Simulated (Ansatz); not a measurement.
Au:

```
Au
1.0
     0.00000    2.03500    2.03500
     2.03500    0.00000    2.03500
     2.03500    2.03500    0.00000
Au
1
Direct
  0.00000 0.00000 0.00000
```

| Property | Result |
| --- | --- |
| Program | Ansatz 0.2.0 |
| Task | relaxation of cell and atoms |
| Functional | PBEsol |
| Dispersion | D3(BJ)-ATM |
| Potentials or basis | Ansatz PAW |
| Cutoff | 420 eV (not typed: the program's choice for these potentials) |
| k mesh | 11 × 11 × 11 |
| Occupations | fermi-dirac, width 0.05 eV |
| Spin | no spin polarisation |

At the start: volume 16.85 Å³/atom.

Task: Where does the relaxation end?

Result: It ends after 4 steps and the volume is 16.60 Å³/atom (-1.5 %); space group Fm-3m (No. 225, to 0.05 Å).

Step by step:
| step | energy change (eV) | largest force (eV/Å) | volume (Å³) |
| --- | --- | --- | --- |
| 1 | 0.0000 | 0.0000 | 16.85 |
| 2 | -0.0024 | 0.0000 | 16.62 |
| 3 | -0.0024 | 0.0000 | 16.60 |
| 4 | -0.0023 | 0.0000 | 16.60 |

Final structure:
```xyz
1
Lattice="0.0000 2.0246 2.0246 2.0246 0.0000 2.0246 2.0246 2.0246 0.0000" Properties=species:S:1:pos:R:3 pbc="T T T"
Au    0.0000    0.0000    0.0000
```

Caveat: the plane-wave basis is chosen anew once the cell has moved, so the energies of steps on either side of that aren't comparable; pairwise dispersion overbinds metals, which lowers pressure and volume; the PAW data sets come from PBE, with cores solved anew for the run's functional, which leaves a small shift of forces and pressure.
